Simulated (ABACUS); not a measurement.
Set up this calculation in ABACUS 3.10.1, as the native input.

| Quantity | Value |
| --- | --- |
| Task | band structure |
| Functional | rSCAN |
| Potentials or basis | SG15 ONCV 1.2 PBE |
| Cutoff | 1170 eV |
| Density cutoff | 4680 eV |
| Basis | plane waves |
| Occupations | fermi-dirac, width 0.05 eV |
| Spin | no spin polarisation |
| Radial cutoff of the potentials (pseudo_rcut) | 10 bohr |
| Threshold of the eigensolver | 1e-07 Ry |
| Density | read from an earlier self-consistent run |
| Path | G-H-N-G-P-H, P-N |
| Points for each segment of the path | 10 |
| SCF threshold on the density | 1e-08 |
| Max SCF steps | 100 |
| Eigensolver | dav |
| Mixing | broyden |
| Mixing share | 0.7 |
| Symmetry key | -1 |
| Bands | 12 |

The system is Li.

```xyz
1
Lattice="-1.7547 1.7547 1.7547 1.7547 -1.7547 1.7547 1.7547 1.7547 -1.7547" Properties=species:S:1:pos:R:3 pbc="T T T"
Li    0.0000    0.0000    0.0000
```

One way to write it, as run:

INPUT

```
INPUT_PARAMETERS
suffix              Li
calculation         nscf
basis_type          pw
pseudo_dir          ./
symmetry            -1
dft_functional      MGGA_X_RSCAN+MGGA_C_RSCAN
ecutwfc             86.0
pseudo_rcut         10
nspin               1
nbands              12
ks_solver           dav
smearing_method     fd
smearing_sigma      0.00367493
scf_thr             1e-08
scf_nmax            100
mixing_type         broyden
mixing_beta         0.7
mixing_tau          1
init_chg            file
pw_diag_thr         1e-07
out_band            1
kpar                4
```

STRU

```
ATOMIC_SPECIES
Li 6.9400 Li_ONCV_PBE-1.2.upf

LATTICE_CONSTANT
1.8897261246

LATTICE_VECTORS
-1.7546500000 1.7546500000 1.7546500000
1.7546500000 -1.7546500000 1.7546500000
1.7546500000 1.7546500000 -1.7546500000

ATOMIC_POSITIONS
Direct

Li
0.0
1
0.0000000000 0.0000000000 0.0000000000 1 1 1
```

KPT

```
K_POINTS
8
Line
0.00000000 0.00000000 0.00000000 10 // G
0.50000000 -0.50000000 0.50000000 10 // H
0.00000000 0.00000000 0.50000000 10 // N
0.00000000 0.00000000 0.00000000 10 // G
0.25000000 0.25000000 0.25000000 10 // P
0.50000000 -0.50000000 0.50000000 1 // H
0.25000000 0.25000000 0.25000000 10 // P
0.00000000 0.00000000 0.50000000 1 // N
```

Potentials or basis: SG15 ONCV 1.2 PBE, plane waves.

Command:

```sh
$ OMP_NUM_THREADS=1 mpirun -np 4 abacus > log
```

Wall time 8.2 s on 4 MPI ranks on Intel(R) Xeon(R) Platinum 8488C (Sapphire Rapids), on a shared host, peak memory 0.36 GiB a rank.
